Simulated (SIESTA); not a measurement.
Fe:

```
Fe
1.0
    -1.44300    1.44300    1.44300
     1.44300   -1.44300    1.44300
     1.44300    1.44300   -1.44300
Fe
1
Cartesian
  0.0000 0.0000 0.0000
```

Base run:

```yaml
Program: SIESTA 5.4.2
Functional: PBE
Potentials_or_basis: Ansatz (PBE files)
Basis: DZP (energy shift 0.003 Ry; two zetas on semicore shells)
Grid_cutoff: 800 Ry
Energy_shift: 0.003 Ry
k_mesh: 13 × 13 × 13
Occupations: fermi-dirac, width 0.05 eV
Spin: collinear spin, ferromagnetic start
Starting_moments: "[3.0] μB"
```

Its results: band gap on the k mesh none (metal or under the smearing width); pressure -11.0 GPa; net moment 2.25 μB per cell; site moments Fe +2.25 μB.

After a change of settings the same cell gave: band gap on the k mesh none (metal or under the smearing width); pressure -6.8 GPa; net moment 2.44 μB per cell; site moments Fe +2.44 μB. Which change was it?
A. potentials or basis from Ansatz (PBE files) to SPMS 1.0 (PBE files) or PseudoDojo by element
B. potentials or basis from Ansatz (PBE files) to PseudoDojo 0.4 stringent (PBE files)
C. potentials or basis from Ansatz (PBE files) to PseudoDojo 0.4 standard (PBE files); k mesh from 13 × 13 × 13 to 9 × 9 × 9
D. potentials or basis from Ansatz (PBE files) to PseudoDojo 0.5 standard (PBE files)

D.

Caveats: short orbitals over semicore shells can move pressures by several GPa; the basis of atomic orbitals isn't converged, which shifts pressures, moduli and gaps.
